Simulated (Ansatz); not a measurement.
**Sn: how the settings move a single-point run**

Aim: see which settings change the result for Sn, by how much, and at what cost.

Program: Ansatz 0.2.0. Level of theory: reference: DFT, r2SCAN, PAW with Ansatz's default frozen-core files, scalar-relativistic. These are calculated values, not measurements.

1 further run of the same task is left out (it didn't finish).

## Step 1: Starting point

The structure is tetragonal, space group I4/mmm (No. 139). The conventional cell has a = 3.223 Å, b = 3.223 Å, c = 5.908 Å, α = 90.00°, β = 90.00°, γ = 90.00°. Around Sn (site symmetry 4/mmm) lie 4 Sn at 3.22 Å.

Structure file:

```
Sn
1.0
    -1.61168    1.61168    2.95402
     1.61168   -1.61168    2.95402
     1.61168    1.61168   -2.95402
Sn
1
Cartesian
  0.0000 0.0000 0.0000
```

## Step 2: Baseline

input.yaml reads:

```yaml
crystal:
  lattice:
    - [-1.6116833216, 1.6116833216, 2.9540182158]
    - [1.6116833216, -1.6116833216, 2.9540182158]
    - [1.6116833216, 1.6116833216, -2.9540182158]
  atoms:
    - { symbol: Sn, position: [0.0, 0.0, 0.0] }
kpoints:
  mp_grid: { grid: [18, 18, 18] }
scf:
  occupations: { method: fermi_dirac, width: 0.03 }
hamiltonian:
  xc: r2scan
  pseudopotentials: { kind: paw }
output:
  forces: true
  stress: true
  eigenvalues: true
  efg: { contact_densities: true }
```

Run with:

```
$ ansatz run input.yaml --threads 1 --pin off --max-ram 2048MiB --backend cpu --events-out ev --progress --plain --runs-dir out
```

## Step 3: Changing settings: preconditioner kerker

input.yaml: that of step 2 with these lines changed.

```diff
@@ -11,2 +11,3 @@
   occupations: { method: fermi_dirac, width: 0.03 }
+  mixing: { preconditioner: kerker }
 hamiltonian:
```

What does the calculation give? Wanted: for each run, ending; energy change; pressure; gap; force.

The runs gave:

| run | ending | energy change | pressure (GPa) | gap (eV) | force (eV/Å) | cycles | time |
| --- | --- | --- | --- | --- | --- | --- | --- |
| reference | converged | 0 | -4.1 | 0.00 | 0.00 | 6 | 17 s |
| 1: preconditioner kerker | converged | 0.0 meV/atom | -4.1 | 0.00 | 0.00 | 6 | 16 s |

Residual by cycle in the longest SCF loop of each run; runs are numbered as in the table. The quantity is the density residual dr2, in eV.

| cycle | reference | run 1 |
| --- | --- | --- |
| 1 | 0.00274 | 0.00274 |
| 2 | 7.8e-4 | 7.8e-4 |
| 3 | 7.3e-5 | 7.3e-5 |
| 4 | 1.2e-5 | 1.2e-5 |
| 5 | 4.2e-7 | 4.2e-7 |
| 6 | 2.5e-8 | 2.5e-8 |

**Reading.** Energy and cycle count are those of the reference, so the change (mixing) left the result and the number of cycles as they were.
